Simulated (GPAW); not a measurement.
# Pb in GPAW: convergence with bands over the usual count

Input of the first run (bands over the usual count 0.72); the others differ in this setting and in those tied to it:

run.py

```python
from ase.dft.bandgap import bandgap
from ase.io import read, write
from ase.units import GPa
from gpaw import GPAW, PW

atoms = read('POSCAR')

calc = GPAW(mode=PW(600),
            xc='PBE',
            kpts={'size': (9, 9, 9), 'gamma': True},
            occupations={'name': 'fermi-dirac', 'width': 0.05},
            nbands=10,
            convergence={'density': 1e-05, 'energy': 1e-05},
            maxiter=100,
            txt='gpaw.txt')
atoms.calc = calc
energy = atoms.get_potential_energy()
forces = atoms.get_forces()
stress = atoms.get_stress()
calc.write('gs.gpw')
write('result.traj', atoms)
print(f'Energy: {energy:.6f} eV')
print('Forces (eV/A):')
print(forces.round(4))
print('Stress (GPa):', (stress / GPa).round(3))
print('Fermi level:', round(calc.get_fermi_level(), 4), 'eV')
print(f'Gap: {bandgap(calc)[0]:.4f} eV, direct: {bandgap(calc, direct=True)[0]:.4f} eV')
```

The input POSCAR:

```
Pb
1.0
   -1.9796595667      1.9796595667      1.9796595667
    1.9796595667     -1.9796595667      1.9796595667
    1.9796595667      1.9796595667     -1.9796595667
Pb
1
Direct
    0.0000000000      0.0000000000      0.0000000000
```

Potentials or basis: GPAW PAW data sets (gpaw-data 1.2.1), pw.

Command:

```sh
$ OMP_NUM_THREADS=1 python run.py
```

This isn't the form of Pb at room conditions, which is fcc.

Hardware: 1 thread of Intel(R) Xeon(R) Platinum 8259CL CPU @ 2.50GHz (Skylake/Cascade Lake), on a shared host.

| bands over the usual count | energy less the tightest run, at zero smearing (meV/atom) | SCF cycles | CPU time (s) | peak memory (GiB) |
| --- | --- | --- | --- | --- |
| 0.72 | 0.00 | 8 | 7.2 | 0.14 |
| 0.8 | 0.00 | 8 | 8.2 | 0.14 |
| 0.9 | 0.00 | 8 | 8.5 | 0.14 |
| 1 | 0.00 | 8 | 8.5 | 0.14 |
| 1.3 | 0.00 | 8 | 11 | 0.14 |
| 1.7 | 0.00 | 8 | 14 | 0.14 |
| 2.5 | 0.00 | 8 | 27 | 0.15 |

Against the tightest run, the energy stays within 1 meV/atom from 0.72 on. The tightest run that finished is the yardstick and may itself not be fully converged.

Spin-orbit coupling is left out, which matters for the levels of Pb.
